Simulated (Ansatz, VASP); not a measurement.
## Two plane-wave programs on BeSe2

```
Be Se
1.0
     3.52060    0.00000    0.00000
    -1.76030    3.04893    0.00000
     0.00000    0.00000   10.76599
Be Se
2 4
Direct
  0.33333 0.66667 0.25000
  0.66667 0.33333 0.75000
  0.33333 0.66667 0.62963
  0.66667 0.33333 0.12963
  0.33333 0.66667 0.87037
  0.66667 0.33333 0.37037
```

Alike in both runs: functional PBE; k mesh 12 × 12 × 4; occupations gaussian, width 0.1 eV; no spin polarisation.

Ansatz relaxed the structure, and its values are those at the end. VASP's run is a single point on that final structure, the one shown.

```csv
,VASP,Ansatz
version,VASP 6.6.1,Ansatz 0.2.0
potentials or method,"VASP PAW PBE potentials, release 64 (Be, Se)","scalar-relativistic, plane waves, PAW"
plane-wave cutoff (eV),520,420
valence electrons in the cell,28,68
```

|  | VASP | Ansatz | Ansatz less VASP |
| --- | --- | --- | --- |
| gap on the k mesh at the Fermi level (eV) | none | none | - |
| pressure (GPa) | 0.1 | 0.0 | -0.10 |
| rms of the force components (eV/Å) | 0.011 | 0.001 | -0.0097 |

A gap of «none» marks a metal or a gap that the smearing closes. The two sets of potentials don't hold the same shells in valence.
